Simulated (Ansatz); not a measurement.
Take ZnTe in the zinc blende structure (space group F-43m, No. 216; a = 6.113 Å) as the base. Axes: x, y, z lie along the cube axes.

Computed with Ansatz (a quantum-chemistry and plane-wave program), r2SCAN, PAW, cutoff 500 eV, no SOC.

For the base:

The pressure is 0.01 GPa.

Perturbation: biaxial strain −1.00 %, plane normal [111], relaxed out of plane (Cartesian); in-plane vectors clamped, the third vector and the atoms free.

Q: How does this affect the ratio −ε⊥/ε∥?

A: The ratio −ε⊥/ε∥ is 0.58.

Q: What does the calculation give for the pressure after the change?

A: The pressure (mean of the normal stresses, compression positive) rises by 0.73 GPa, from 0.01 GPa to 0.74 GPa.

Whether these cells are dynamically stable was not tested.
